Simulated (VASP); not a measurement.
## Zr: relaxation of cell and atoms with PBE

Zr:

```
CELL_PARAMETERS angstrom
3.23491 0.00000 0.00000
-1.61745 2.80151 0.00000
0.00000 0.00000 5.16566
ATOMIC_POSITIONS crystal
Zr 0.33333 0.66667 0.25000
Zr 0.66667 0.33333 0.75000
```

| Item | Value |
| --- | --- |
| Program | VASP 6.6.1 |
| Task | relaxation of cell and atoms |
| Functional | PBE |
| Potentials or basis | VASP PAW PBE potentials, release 64 (Zr_sv) |
| Cutoff | 600 eV |
| k mesh | 15 × 15 × 9 |
| Occupations | methfessel-paxton, width 0.1 eV |
| Spin | no spin polarisation |
| Further INCAR settings | ALGO = Normal; EDIFF = 1e-07; IBRION = 2; EDIFFG = -0.005; NSW = 90; ISIF = 3 |

The relaxed volume is 23.40 Å³/atom, the relaxed cell is a = 3.234 Å, b = 3.234 Å, c = 5.166 Å, α = 90.00°, β = 90.00°, γ = 120.00° and the space group after relaxing (to 0.05 Å) is P6_3/mmc (No. 194). The energy gained by relaxing is 0.0 meV/atom, the ionic steps are 2 and the pressure after relaxing is 0.0 GPa. The band gap on the k mesh is none (metal or under the smearing width).

Final structure:
```
Zr
1.0
     3.23399    0.00000    0.00000
    -1.61700    2.80072    0.00000
     0.00000    0.00000    5.16631
Zr
2
Cartesian
  0.0000 1.8671 1.2916
  1.6170 0.9336 3.8747
```

Levels at points of the mesh, in eV from the Fermi level:
```tsv
k point	band 9	band 10	band 11	band 12	band 13	band 14	band 15	band 16
(0.00, 0.00, 0.00)	-5.68	-3.05	0.84	0.84	0.96	1.10	1.52	1.52
```

It took 100 s on 1 thread of AMD EPYC 9R45 (Zen 5) (shared host), peak memory 0.22 GiB.
